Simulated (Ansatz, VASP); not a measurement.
AlN in VASP and in Ansatz

INCAR

```
SYSTEM = AlN
  ALGO = Normal
  EDIFF = 1E-7
  ENCUT = 520
  GGA = PE
  ISIF = 2
  ISMEAR = -1
  LASPH = .TRUE.
  LCHARG = .TRUE.
  LELF = .TRUE.
  LREAL = .FALSE.
  LVHAR = .TRUE.
  LWAVE = .FALSE.
  NBANDS = 11
  NELM = 60
  PREC = Accurate
  SIGMA = 0.02
```

File KPOINTS:

```
k-points
0
G
  10 10 10
  0 0 0
```

POSCAR

```
AlN
1.0
    0.0000000000      2.0592458212      1.9894038838
    2.0592458212      0.0000000000      1.9894038838
    2.0592458212      2.0592458212      0.0000000000
Al N
1 1
Direct
    0.0000000000      0.0000000000      0.0000000000
    0.5000000000      0.5000000000      0.5000000000
```

Input for Ansatz:

```yaml
crystal:
  lattice:
    - [0.0, 2.0592458212, 1.9894038838]
    - [2.0592458212, 0.0, 1.9894038838]
    - [2.0592458212, 2.0592458212, 0.0]
  atoms:
    - { symbol: Al, position: [0.0, 0.0, 0.0] }
    - { symbol: "N", position: [0.5, 0.5, 0.5] }
kpoints:
  mp_grid: { grid: [10, 10, 10] }
  band_path:
    path:
      - [0.0, 0.0, 0.0]
      - [0.5, 0.0, 0.5]
      - [0.625, 0.25, 0.625]
      - [0.375, 0.375, 0.75]
      - [0.5, 0.5, 0.5]
      - [0.5, 0.25, 0.75]
      - [0.5, 0.5, 0.0]
    npoints: 1
hamiltonian:
  xc: pbe
scf:
  occupations: { method: fermi_dirac, width: 0.02 }
  n_extra_bands: 4
output:
  forces: true
  stress: true
  eigenvalues: true
```

Change from the starting cell: epitaxial_xy strain +2.0%.

Alike in both runs: task single point; functional PBE; k mesh 10 × 10 × 10; occupations fermi-dirac, width 0.02 eV; no spin polarisation.

|  | VASP | Ansatz |
| --- | --- | --- |
| version | VASP 6.6.1 | Ansatz 0.2.0 |
| potentials or method | VASP PAW PBE potentials, release 64 (Al, N) | plane waves, PAW |
| plane-wave cutoff (eV) | 520 | 420 |
| valence electrons in the cell | 8 | 8 |

|  | VASP | Ansatz | Ansatz less VASP |
| --- | --- | --- | --- |
| gap on the k mesh at the Fermi level (eV) | 4.14 | 4.16 | +0.024 |
| pressure (GPa) | 0.1 | 0.4 | +0.27 |
| largest component of the traceless stress (GPa) | 6.19 | 6.22 | +0.026 |

With one functional, cell and mesh, what is left measures potentials, basis and numerics.

A k mesh can miss the band edges.
